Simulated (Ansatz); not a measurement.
`N/C(O)=N\[SiH3]` + `OC(S)S` → `OC(S)S[SiH3]` + `N=C(N)O`  (ligand exchange at the Si–N bond)

Calculated with Ansatz (gas phase, PBE0-D4/def2-TZVP geometries, no zero-point term in ΔE). CCSD(T)/CBS adds triple-zeta CCSD(T) − MP2 to the extrapolated MP2 energy (def2 sets, frozen cores). Functionals use def2-TZVPP. B3LYP here is the variant with VWN-RPA as its local correlation; programs differ in this. One conformer a species, not always the lowest.

```json
{"level": "PBE-D4", "ΔE (kJ/mol)": "2.8", "difference from CCSD(T)/CBS": "-3.1"}
{"level": "r2SCAN-D4", "ΔE (kJ/mol)": "7.6", "difference from CCSD(T)/CBS": "1.7"}
{"level": "PBE0-D4", "ΔE (kJ/mol)": "4.9", "difference from CCSD(T)/CBS": "-1.0"}
{"level": "B3LYP-D4", "ΔE (kJ/mol)": "10.8", "difference from CCSD(T)/CBS": "4.9"}
{"level": "ωB97X-V", "ΔE (kJ/mol)": "8.8", "difference from CCSD(T)/CBS": "2.9"}
{"level": "ωB97M-V", "ΔE (kJ/mol)": "9.2", "difference from CCSD(T)/CBS": "3.3"}
{"level": "B2PLYP", "ΔE (kJ/mol)": "11.0", "difference from CCSD(T)/CBS": "5.1"}
{"level": "PBE", "ΔE (kJ/mol)": "3.9", "difference from CCSD(T)/CBS": "-2.0"}
{"level": "r2SCAN", "ΔE (kJ/mol)": "7.9", "difference from CCSD(T)/CBS": "2.0"}
{"level": "PBE0", "ΔE (kJ/mol)": "6.0", "difference from CCSD(T)/CBS": "0.1"}
{"level": "B3LYP", "ΔE (kJ/mol)": "12.6", "difference from CCSD(T)/CBS": "6.7"}
{"level": "HF/def2-TZVPP", "ΔE (kJ/mol)": "17.9", "difference from CCSD(T)/CBS": "12.0"}
{"level": "MP2/def2-TZVPP", "ΔE (kJ/mol)": "7.4", "difference from CCSD(T)/CBS": "1.5"}
{"level": "SCS-MP2/def2-TZVPP", "ΔE (kJ/mol)": "9.1", "difference from CCSD(T)/CBS": "3.2"}
{"level": "CCSD/def2-TZVPP", "ΔE (kJ/mol)": "9.2", "difference from CCSD(T)/CBS": "3.3"}
{"level": "CCSD(T)/def2-TZVPP", "ΔE (kJ/mol)": "7.5", "difference from CCSD(T)/CBS": "1.6"}
{"level": "HF/def2-QZVPP", "ΔE (kJ/mol)": "18.8", "difference from CCSD(T)/CBS": "12.9"}
{"level": "MP2/def2-QZVPP", "ΔE (kJ/mol)": "6.8", "difference from CCSD(T)/CBS": "0.9"}
{"level": "SCS-MP2/def2-QZVPP", "ΔE (kJ/mol)": "8.4", "difference from CCSD(T)/CBS": "2.5"}
{"level": "HF/CBS(def2)", "ΔE (kJ/mol)": "18.9", "difference from CCSD(T)/CBS": "13.0"}
{"level": "MP2/CBS(def2)", "ΔE (kJ/mol)": "5.8", "difference from CCSD(T)/CBS": "-0.1"}
{"level": "CCSD/CBS(def2)", "ΔE (kJ/mol)": "7.6", "difference from CCSD(T)/CBS": "1.7"}
{"level": "CCSD(T)/CBS", "ΔE (kJ/mol)": "5.9", "difference from CCSD(T)/CBS": "0"}
```

Largest T1 diagnostic among the species: 0.013.

In def2-TZVPP, CCSD(T) changes the Hartree–Fock value by −10.5 kJ/mol (the triples alone add −1.7 kJ/mol) and MP2 by −10.5 kJ/mol.

CCSD(T)/CBS has its own doubt, a few kJ/mol and more with outer-core shells, so smaller differences from it don't rank the levels.
